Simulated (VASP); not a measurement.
# TiNi (P4/mmm) in VASP: relaxation of cell and atoms with LDA

Aim: the relaxation of cell and atoms of TiNi with LDA.

Everything below comes from runs of VASP 6.6.1. Logs are shortened: lines on timing, memory, paths and dates and some standing lists are left out, and cuts for length are marked.

**1. The crystal as given**

Symmetry: P4/mmm, No. 123, tetragonal system. The conventional cell has a = 2.736 Å, b = 2.736 Å, c = 3.581 Å, α = 90.00°, β = 90.00°, γ = 90.00°. Ni (site symmetry 4/mmm) is surrounded by 8 Ti at 2.64 Å and 4 Ni at 2.74 Å. Ti (site symmetry 4/mmm) has 8 Ni at 2.64 Å and 4 Ti at 2.74 Å as nearest neighbours.

The cell comes from a database or a generator and needn't be the stable form of this composition.

**2. Relaxation of cell and atoms, LDA, collinear spin, ferromagnetic start**

Contents of INCAR:

```
PREC = Accurate
ENCUT = 600
EDIFF = 1E-6
ISMEAR = -1
SIGMA = 0.05
LREAL = F
LASPH = T
NELM = 100
ALGO = Normal
ISIF = 3
LWAVE = F
LCHARG = F
ISPIN = 2
MAGMOM = 1 1
LORBIT = 11
LMAXMIX = 4
IBRION = 2
NSW = 60
EDIFFG = -0.005
```

Contents of KPOINTS:

```
Automatic mesh
0
Gamma
  8 8 8
```

Contents of POSCAR:

```
TiNi
1.0
    2.7358030000      0.0000000000      0.0000000000
    0.0000000000      2.7358030000      0.0000000000
    0.0000000000      0.0000000000      3.5814100000
Ni Ti
1 1
Direct
    0.0000000000      0.0000000000      0.0000000000
    0.5000000000      0.5000000000      0.5000000000
```

Potentials or basis: VASP PAW LDA potentials, release 64 (Ni, Ti_sv).

Run with:

```
cat potpaw_LDA.64/Ni/POTCAR potpaw_LDA.64/Ti_sv/POTCAR > POTCAR
mpirun -np 1 vasp_std > vasp.out
```

OUTCAR:

```text
PREC = Accurate
   ENCUT = 600
   EDIFF = 1E-6
   ISMEAR = -1
   LREAL = F
   LASPH = T
   NELM = 100
   ISIF = 3
   ISPIN = 2
   LORBIT = 11
   IBRION = 2
   NSW = 60
   EDIFFG = -0.005

 ion  position               nearest neighbor table
   1  0.000  0.000  0.000-   2 2.64   2 2.64   2 2.64   2 2.64   2 2.64   2 2.64   2 2.64   2 2.64

   2  0.500  0.500  0.500-   1 2.64   1 2.64   1 2.64   1 2.64   1 2.64   1 2.64   1 2.64   1 2.64

  LATTYP: Found a simple tetragonal cell.
 ALAT       =     2.7358030000
 C/A-ratio  =     1.3090891413

  Lattice vectors:

 A1 = (   2.7358030000,   0.0000000000,   0.0000000000)
 A2 = (   0.0000000000,   2.7358030000,   0.0000000000)
 A3 = (   0.0000000000,   0.0000000000,   3.5814100000)

Analysis of symmetry for initial positions (statically):
=====================================================================
 Subroutine PRICEL returns:
 Original cell was already a primitive cell.

 Routine SETGRP: Setting up the symmetry group for a
 simple tetragonal supercell.

 Subroutine GETGRP returns: Found 16 space group operations
 (whereof 16 operations were pure point group operations)
 out of a pool of 16 trial point group operations.

The static configuration has the point symmetry D_4h.

Analysis of symmetry for dynamics (positions and initial velocities):
=====================================================================
 Subroutine PRICEL returns:
 Original cell was already a primitive cell.

 Routine SETGRP: Setting up the symmetry group for a
 simple tetragonal supercell.

 Subroutine GETGRP returns: Found 16 space group operations
 (whereof 16 operations were pure point group operations)
 out of a pool of 16 trial point group operations.

The dynamic configuration has the point symmetry D_4h.

Analysis of structural, dynamic, and magnetic symmetry:
=====================================================================
 Subroutine PRICEL returns:
 Original cell was already a primitive cell.

 Routine SETGRP: Setting up the symmetry group for a
 simple tetragonal supercell.

 Subroutine GETGRP returns: Found 16 space group operations
 (whereof 16 operations were pure point group operations)
 out of a pool of 16 trial point group operations.

The overall configuration has the point symmetry D_4h.

 Subroutine INISYM returns: Found 16 space group operations
 (whereof 16 operations are pure point group operations),
 and found     1 'primitive' translations

----------------------------------------------------------------------------------------

                                     Primitive cell

  volume of cell :      26.8055

  direct lattice vectors                    reciprocal lattice vectors
     2.735803000  0.000000000  0.000000000     0.365523395  0.000000000  0.000000000
     0.000000000  2.735803000  0.000000000     0.000000000  0.365523395  0.000000000
     0.000000000  0.000000000  3.581410000     0.000000000  0.000000000  0.279219637

  length of vectors
     2.735803000  2.735803000  3.581410000     0.365523395  0.365523395  0.279219637

  position of ions in fractional coordinates (direct lattice)
     0.000000000  0.000000000  0.000000000
     0.500000000  0.500000000  0.500000000

  ion indices of the primitive-cell ions
   primitive index   ion index
                 1           1
                 2           2

----------------------------------------------------------------------------------------

 KPOINTS: Automatic mesh

Automatic generation of k-mesh.
 Grid dimensions read from file:
 generate k-points for:    8    8    8

 Generating k-lattice:

  Cartesian coordinates                     Fractional coordinates (reciprocal lattice)
     0.045690424  0.000000000  0.000000000     0.125000000  0.000000000  0.000000000
     0.000000000  0.045690424  0.000000000     0.000000000  0.125000000  0.000000000
     0.000000000  0.000000000  0.034902455     0.000000000  0.000000000  0.125000000

  Length of vectors
     0.045690424  0.045690424  0.034902455

  Shift w.r.t. Gamma in fractional coordinates (k-lattice)
     0.000000000  0.000000000  0.000000000

 Subroutine IBZKPT returns following result:
 ===========================================

 Found     75 irreducible k-points:

 Following reciprocal coordinates:
            Coordinates               Weight
  0.000000  0.000000  0.000000      1.000000
  0.125000  0.000000  0.000000      4.000000
  0.250000  0.000000  0.000000      4.000000
  0.375000  0.000000  0.000000      4.000000
  0.500000  0.000000  0.000000      2.000000
  0.125000  0.125000  0.000000      4.000000
[... 16 lines left out ...]
  0.375000  0.125000  0.125000     16.000000
  0.500000  0.125000  0.125000      8.000000
 [... further k-points ...]
   k-points           NKPTS =     75   k-points in BZ     NKDIM =     75   number of bands    NBANDS=     16
   number of dos      NEDOS =    301   number of ions     NIONS =      2
   total plane-waves  NPLWV =  17280
   dimension x,y,z NGX =    24 NGY =   24 NGZ =   30
   dimension x,y,z NGXF=    48 NGYF=   48 NGZF=   60
   ions per type =               1   1
   NGX,Y,Z   is equivalent  to a cutoff of  14.58, 14.58, 13.93 a.u.
   NGXF,Y,Z  is equivalent  to a cutoff of  29.17, 29.17, 27.85 a.u.
 SYSTEM =  unknown system
   PREC   = accura    normal or accurate (medium, high low for compatibility)
   ISTART =      0    job   : 0-new  1-cont  2-samecut
   ICHARG =      2    charge: 1-file 2-atom 10-const
   ISPIN  =      2    spin polarized calculation?
   LNONCOLLINEAR =      F non collinear calculations
   LSORBIT =      F    spin-orbit coupling
   LASPH  =      T    aspherical Exc in radial PAW
   ENCUT  =  600.0 eV  44.10 Ry    6.64 a.u.   5.46  5.46  7.15*2*pi/ulx,y,z
   NELM   =    100;   NELMIN=  2; NELMDL= -5     # of ELM steps
   EDIFF  = 0.1E-05   stopping-criterion for ELM
   LREAL  =      F    real-space projection
   EDIFFG = -.5E-02   stopping-criterion for IOM
   NSW    =     60    number of steps for IOM
   IBRION =      2    ionic relax: 0-MD 1-quasi-New 2-CG
   NFREE  =      1    steps in history (QN), initial steepest desc. (CG)
   ISIF   =      3    stress and relaxation
   ISYM   =      2    0-nonsym 1-usesym 2-fastsym
   POTIM  = 0.5000    time-step for ionic-motion
   TEBEG  =    0.0;   TEEND  =   0.0 temperature during run
   PSTRESS=    0.0 pullay stress
   NELECT =      22.0000    total number of electrons
   NUPDOWN=      -1.0000    fix difference up-down
   EMIN   =  10.00;   EMAX   =-10.00  energy-range for DOS
   EFERMI =   0.00;   METHOD = LEGACY
   ISMEAR =    -1;   SIGMA  =   0.05  broadening in eV -4-tet -1-fermi 0-gaus
   EFERMI_NEDOS =   21; number of points for ismear=-14 and -15
   IALGO  =     38    algorithm
   IMIX   =      4    mixing-type and parameters
     AMIX     =   0.40;   BMIX     =  1.00
     AMIX_MAG =   1.60;   BMIX_MAG =  1.00
  volume/ion in A,a.u.               =      13.40        90.45
  Fermi-wavevector in a.u.,A,eV,Ry     =   1.532761  2.896499 31.964941  2.349357
  Thomas-Fermi vector in A             =   2.639922
   LORBIT       =     11    0 simple, 1 ext, 2 COOP (PROOUT), +10 PAW based schemes
   GGA     = CA    functional components
   LHFCALC =     F    Hartree Fock is set to
   AEXX    =    0.0000 exact exchange contribution
   IVDW    =     0    specifies the selected vdW correction
   LEPSILON=     F    determine dielectric tensor
   LRPA    =     F    only Hartree local field effects (RPA)
 conjugate gradient relaxation of ions
 spin polarized calculation
  energy-cutoff  :      600.00
  volume of cell :       26.81
 maximum number of plane-waves:       926
 NGX is ok and might be reduce to    24
   NGX = 11   NGY = 11   NGZ = 15

--------------------------------------- Ionic step        1  -------------------------------------------

 number of electron      22.0000012 magnetization      -0.0075150

 number of electron      22.0000012 magnetization       0.0000430

 Free energy of the ion-electron system (eV)
  ---------------------------------------------------
  ext. energy  EPLUGINS =         0.00000000
  ---------------------------------------------------
  free energy    TOTEN  =       -15.80628399 eV

  energy without entropy =      -15.78539273  energy(sigma->0) =      -15.79583836

------------------------ aborting loop because EDIFF is reached ----------------------------------------

  FORCE on cell =-STRESS in cart. coord.  units (eV):
  Direction    XX          YY          ZZ          XY          YZ          ZX
  --------------------------------------------------------------------------------------
  -------------------------------------------------------------------------------------
  Total       -1.7754065     -1.7754065     -2.3664824      0.0000000      0.0000000     -0.0000000
  in kB     -106.1169341   -106.1169341   -141.4458417      0.0000000      0.0000000     -0.0000000
  external PRESSURE =    -117.8932366 kB  Pullay stress =       0.0000000 kB
[... 25 lines left out ...]
 number of electron      22.0000001 magnetization       0.0000007

 number of electron      22.0000001 magnetization      -0.0000001

 E-fermi :  11.0124     XC(G=0): -13.5999

 val. band max:       11.0056647088   @ k =   0.5000   0.5000   0.1250
 cond. band min:      11.0303586124   @ k =   0.5000   0.3750   0.0000
 fundamental gap:      0.0246939036
 Fermi energy:        11.0124272793

 spin component 1

 k-point     1 :       0.0000    0.0000    0.0000
  band No.  band energies     occupation
      1     -44.9100      1.00000
      2     -21.5243      1.00000
      3     -21.0544      1.00000
      4     -21.0544      1.00000
      5       2.8842      1.00000
      6       6.3345      1.00000
[... 974 lines left out ...]
  FREE ENERGIE OF THE ION-ELECTRON SYSTEM (eV)
  ---------------------------------------------------
  free  energy   TOTEN  =       -15.8811056417 eV

  energy  without entropy=      -15.8617122500  energy(sigma->0) =      -15.87140895

[... ionic steps 4 to 12 ...]

--------------------------------------- Ionic step       13  -------------------------------------------

 number of electron      22.0000011 magnetization       0.0000009

 number of electron      22.0000011 magnetization      -0.0000007
[... 73 lines left out ...]
 number of electron      22.0000011 magnetization       0.0000001

 number of electron      22.0000011 magnetization      -0.0000000

 Free energy of the ion-electron system (eV)
  ---------------------------------------------------
  ext. energy  EPLUGINS =         0.00000000
  ---------------------------------------------------
  free energy    TOTEN  =       -15.88459093 eV

  energy without entropy =      -15.86440614  energy(sigma->0) =      -15.87449854

 E-fermi :   9.9943     XC(G=0): -13.1627

 val. band max:        9.9805123726   @ k =   0.3750   0.1250   0.1250
 cond. band min:      10.0231790327   @ k =   0.5000   0.5000   0.0000
 fundamental gap:      0.0426666602
 Fermi energy:         9.9943494820

 spin component 1

 k-point     1 :       0.0000    0.0000    0.0000
  band No.  band energies     occupation
      1     -46.1163      1.00000
      2     -22.7250      1.00000
      3     -22.3954      1.00000
      4     -22.3954      1.00000
      5       2.1395      1.00000
      6       5.7436      1.00000
[... 936 lines left out ...]
  FREE ENERGIE OF THE ION-ELECTRON SYSTEM (eV)
  ---------------------------------------------------
  free  energy   TOTEN  =       -15.8845909315 eV

  energy  without entropy=      -15.8644061423  energy(sigma->0) =      -15.87449854

 reached required accuracy - stopping structural energy minimisation

 total charge

# of ion       s       p       d       tot
------------------------------------------
    1        0.591   0.525   8.355   9.471
    2        2.261   6.170   1.980  10.411
--------------------------------------------------
tot          2.852   6.696  10.335  19.882

 magnetization (x)

# of ion       s       p       d       tot
------------------------------------------
    1       -0.000   0.000   0.000  -0.000
    2       -0.000  -0.000   0.000  -0.000
--------------------------------------------------
tot         -0.000   0.000   0.000  -0.000
```

Run time: 4.6 min. Hardware: 1 thread of Intel Xeon 6975P-C (Granite Rapids), shared host; peak memory 0.2 GiB.

Results:

| Quantity | Value |
| --- | --- |
| Free energy | -15.8846 eV |
| Relaxed volume | 12.52 Å³/atom |
| Relaxed cell | a = 2.724 Å, b = 2.724 Å, c = 3.376 Å, α = 90.00°, β = 90.00°, γ = 90.00° |
| Space group after relaxing (to 0.05 Å) | P4/mmm (No. 123) |
| Energy gained by relaxing | 39.2 meV/atom |
| Ionic steps | 15 |
| Pressure after relaxing | 0.0 GPa |
| Band gap on the k mesh | none (metal or under the smearing width) |
| Net moment | 0.00 μB per cell |
| Valence electrons inside the program's atomic spheres | Ni 9.47; Ti 10.41 |

Step by step:
| step | energy change (eV) | largest force (eV/Å) | pressure (GPa) | volume (Å³) |
| --- | --- | --- | --- | --- |
| 1 | 0.0000 | 0.0000 | -11.79 | 26.81 |
| 2 | 0.0097 | 0.0000 | 16.24 | 23.16 |
| 3 | -0.0748 | 0.0000 | -0.05 | 24.95 |
| 4 | -0.0748 | 0.0000 | 0.10 | 24.91 |
| 5 | -0.0755 | 0.0000 | 0.20 | 24.93 |
| 6 | -0.0771 | 0.0000 | 0.34 | 24.97 |
| 7 | -0.0783 | 0.0000 | 0.22 | 25.04 |
| 8 | -0.0783 | 0.0000 | 0.11 | 25.04 |
| 9 | -0.0783 | 0.0000 | 0.07 | 25.03 |
| 10 | -0.0783 | 0.0000 | 0.17 | 25.04 |
| 11 | -0.0781 | 0.0000 | -0.67 | 25.16 |
| 12 | -0.0783 | 0.0000 | -0.08 | 25.06 |
| 13 | -0.0783 | 0.0000 | -0.12 | 25.05 |
| 14 | -0.0783 | 0.0000 | -0.13 | 25.04 |
| 15 | -0.0783 | 0.0000 | -0.04 | 25.04 |

Final structure:
```
Ni Ti
1.0
     2.72362    0.00000    0.00000
     0.00000    2.72362    0.00000
     0.00000    0.00000    3.37570
Ni Ti
1 1
Direct
  0.00000 0.00000 0.00000
  0.50000 0.50000 0.50000
```
